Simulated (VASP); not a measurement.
# InAs: relaxation of cell and atoms with HSE06

InAs:

```
In As
1.0
     0.00000    3.05374    3.05374
     3.05374    0.00000    3.05374
     3.05374    3.05374    0.00000
In As
1 1
Direct
  0.00000 0.00000 0.00000
  0.25000 0.25000 0.25000
```

* Program: VASP 6.6.1
* Task: relaxation of cell and atoms
* Functional: HSE06
* Potentials or basis: VASP PAW PBE potentials, release 64 (In_d, As)
* Cutoff: 520 eV
* k mesh: 4 × 4 × 4
* Occupations: gaussian, width 0.02 eV
* Spin: no spin polarisation
* Grid for exact exchange (PRECFOCK): Fast
* Screening parameter: 0.2 1/A
* Further INCAR settings: ALGO = Normal; EDIFF = 1e-07; IBRION = 2; EDIFFG = -0.01; NSW = 80; ISIF = 3

```
Pressure after relaxing : 0.0 GPa
Band gap on the k mesh  : 0.42 eV, direct
```

Final structure:
```xyz
2
Lattice="0.0000 3.0537 3.0537 3.0537 0.0000 3.0537 3.0537 3.0537 0.0000" Properties=species:S:1:pos:R:3 pbc="T T T"
In    0.0000    0.0000    0.0000
As    1.5269    1.5269    1.5269
```

Levels at points of the mesh, in eV from the valence-band top:
```
           k point  band 7  band 8  band 9  band 10  band 11  band 12
(0.00, 0.00, 0.00)    0.00    0.00    0.00     0.42     4.67     4.67
(0.50, 0.00, 0.00)   -6.09   -1.02   -1.02     1.62     5.45     5.45
(0.50, 0.50, 0.00)   -6.18   -2.42   -2.42     2.19     2.75    10.14
```

Run time: 52 s on 4 MPI ranks on AMD EPYC 9R14 (Zen 4), on a shared host, peak memory 0.24 GiB a rank.

Caveat: the k mesh is coarse (spacing up to 0.45 Å⁻¹), so the values aren't converged, least of all with exact exchange; the relaxation stopped at its first step, so nothing moved; the PAW data sets were made with another functional, which shifts forces and pressure a little; spin-orbit coupling is left out, which moves the levels of the heavy elements.
